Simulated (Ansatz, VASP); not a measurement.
Ti in VASP and in Ansatz

The input INCAR:

```
SYSTEM = Ti
  PREC = Accurate
  ENCUT = 520
  EDIFF = 1E-6
  ISMEAR = 0
  SIGMA = 0.15
  LREAL = .FALSE.
  LASPH = .TRUE.
  NELM = 80
  ALGO = Fast
  ISIF = 2
  LWAVE = .FALSE.
  LCHARG = .FALSE.
  GGA = PS
  NBANDS = 12
```

File KPOINTS:

```
regular mesh
0
G
  20 20 20
  0 0 0
```

The input POSCAR:

```
Ti
1.0
    0.0000000000      1.9386500000      2.0300000000
    2.1213500000      0.0000000000      2.0300000000
    2.1213500000      1.9386500000      0.0000000000
Ti
1
Direct
    0.0000000000      0.0000000000      0.0000000000
```

Input for Ansatz:

```yaml
crystal:
  lattice:
    - [0.0, 1.93865, 2.03]
    - [2.12135, 0.0, 2.03]
    - [2.12135, 1.93865, 0.0]
  atoms:
    - { symbol: Ti, position: [0.0, 0.0, 0.0] }
basis:
  ecutwfc: 420
kpoints:
  mp_grid: { grid: [20, 20, 20] }
hamiltonian:
  xc: pbesol
scf:
  occupations: { method: gaussian, width: 0.15 }
output:
  forces: true
  stress: true
  eigenvalues: true
```

Change from the starting cell: strain +0.0450 x Voigt [1, -1, 0, 0, 0, 0], atoms carried along.

Alike in both runs: task single point; functional PBEsol; k mesh 20 × 20 × 20; occupations gaussian, width 0.15 eV; no spin polarisation.

```csv
,VASP,Ansatz
version,VASP 6.6.1,Ansatz 0.2.0
potentials or method,"VASP PAW PBE potentials, release 64 (Ti_sv)","scalar-relativistic, plane waves, PAW"
plane-wave cutoff (eV),520,420
valence electrons in the cell,12,12
```

VASP gave:

* gap on the k mesh at the Fermi level (eV): none
* pressure (GPa): -0.4
* largest component of the traceless stress (GPa): 1.42

Task: What did Ansatz give for the same quantities?

Result: gap on the k mesh at the Fermi level (eV): none; pressure (GPa): -0.1; largest component of the traceless stress (GPa): 1.41.

A gap of «none» marks a metal or a gap that the smearing closes. The functional is the same, so the differences come from potentials, cutoffs and numerics.

Caveats: the PAW data sets were made with another functional, which shifts forces and pressure a little (VASP).
